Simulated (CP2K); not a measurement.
# How the settings of CP2K move a run on KF

Simulated with CP2K 2026.2. This is a test of settings. The cell was built from a prototype and was relaxed with r2SCAN in plane waves (Ansatz 0.2.0). Not every such cell is a known phase. All runs are without spin polarisation.

The symmetry is P6_3/mmc (No. 194, hexagonal); a = 3.660 Å, c = 6.479 Å in the conventional setting, 18.79 Å³ an atom. Around K lie 6 F at 2.66 Å; around F lie 6 K at 2.66 Å.

The base run uses PBE in the DZVP-MOLOPT-SR basis.

```
&GLOBAL
 PROJECT run
 RUN_TYPE ENERGY_FORCE
 PRINT_LEVEL LOW
&END GLOBAL
&FORCE_EVAL
 METHOD QS
 STRESS_TENSOR ANALYTICAL
 &DFT
  BASIS_SET_FILE_NAME BASIS_MOLOPT
  POTENTIAL_FILE_NAME GTH_POTENTIALS
  &QS
   EXTRAPOLATION USE_GUESS
  &END QS
  &MGRID
   CUTOFF 700
   REL_CUTOFF 50
  &END MGRID
  &XC
   &XC_FUNCTIONAL PBE
   &END XC_FUNCTIONAL
  &END XC
  &KPOINTS
   SCHEME MONKHORST-PACK 5 5 3
   SYMMETRY F
   FULL_GRID F
  &END KPOINTS
  &SCF
   ADDED_MOS 10
   EPS_SCF 1e-6
   MAX_SCF 80
   &DIAGONALIZATION
   &END DIAGONALIZATION
   &MIXING
    METHOD BROYDEN_MIXING
    ALPHA 0.3
   &END MIXING
   &SMEAR
    METHOD FERMI_DIRAC
    ELECTRONIC_TEMPERATURE [K] 232
   &END SMEAR
   &PRINT
    &ITERATION_INFO
    &END ITERATION_INFO
   &END PRINT
  &END SCF
  &PRINT
   &BAND_STRUCTURE
    FILE_NAME bands.bs
    ADDED_MOS 6
    &KPOINT_SET
     UNITS B_VECTOR
     SPECIAL_POINT 0.00000000 0.00000000 0.00000000
     NPOINTS 0
    &END KPOINT_SET
    &KPOINT_SET
     UNITS B_VECTOR
     SPECIAL_POINT 0.50000000 0.00000000 0.00000000
     NPOINTS 0
    &END KPOINT_SET
    &KPOINT_SET
     UNITS B_VECTOR
     SPECIAL_POINT 0.33333333 0.33333333 0.00000000
     NPOINTS 0
    &END KPOINT_SET
    &KPOINT_SET
     UNITS B_VECTOR
     SPECIAL_POINT 0.00000000 0.00000000 0.50000000
     NPOINTS 0
    &END KPOINT_SET
    &KPOINT_SET
     UNITS B_VECTOR
     SPECIAL_POINT 0.50000000 0.00000000 0.50000000
     NPOINTS 0
    &END KPOINT_SET
    &KPOINT_SET
     UNITS B_VECTOR
     SPECIAL_POINT 0.33333333 0.33333333 0.50000000
     NPOINTS 0
    &END KPOINT_SET
   &END BAND_STRUCTURE
  &END PRINT
 &END DFT
 &SUBSYS
  &CELL
   A 3.65993479 0.00000000 0.00000000
   B -1.82996739 3.16959650 0.00000000
   C -0.00000000 0.00000000 6.47881349
  &END CELL
  &COORD
   SCALED
   K 0.00000000 0.00000000 -0.00000000
   K -0.00000000 0.00000000 0.50000000
   F 0.33333333 0.66666667 0.25000000
   F 0.66666667 0.33333333 0.75000000
  &END COORD
  &KIND K
   BASIS_SET DZVP-MOLOPT-SR-GTH
   POTENTIAL GTH-PBE
  &END KIND
  &KIND F
   BASIS_SET DZVP-MOLOPT-SR-GTH
   POTENTIAL GTH-PBE
  &END KIND
 &END SUBSYS
 &PRINT
  &STRESS_TENSOR
  &END STRESS_TENSOR
  &FORCES
  &END FORCES
 &END PRINT
&END FORCE_EVAL
```

Command: `cp2k.psmp -i run.inp`. It took 23 s on 2 threads of Arm Neoverse V1 (shared host), peak memory 0.42 GiB.

It converged with a gap of 6.31 eV and a pressure of 2.26 GPa (positive in compression). Pressures on CP2K's grid carry noise of some tenths of a GPa.

Each further run moved one setting: XC_FUNCTIONAL (functional, with the PBE potentials kept); CUTOFF (density grid cutoff in Ry); KPOINTS (Monkhorst-Pack mesh). Changes are from the base run, which isn't itself converged in every setting; energies of another Hamiltonian, functional, basis or charge aren't compared, and those at a high electronic temperature are mostly its entropy term. CP2K's gap is over the listed points.

```
                      setting  how it ended  gap change (eV)  energy change (meV/atom)  pressure change (GPa)  time (s)
         XC_FUNCTIONAL = PADE     converged            -0.43                         –                  -4.79        20
                 CUTOFF = 120     converged            -0.04                    -326.1                  10.95        13
              KPOINTS = 4x4x4     converged             0.00                      -0.1                  -0.01        22
         XC_FUNCTIONAL = OLYP     converged             0.77                         –                   4.08        22
         XC_FUNCTIONAL = BLYP     converged             0.03                         –                   0.70        23
CUTOFF = 60 (poor on purpose)     converged            -2.25                   47321.9               -1185.85        11
```

KPOINTS = 4x4x4 changes nothing that matters here.
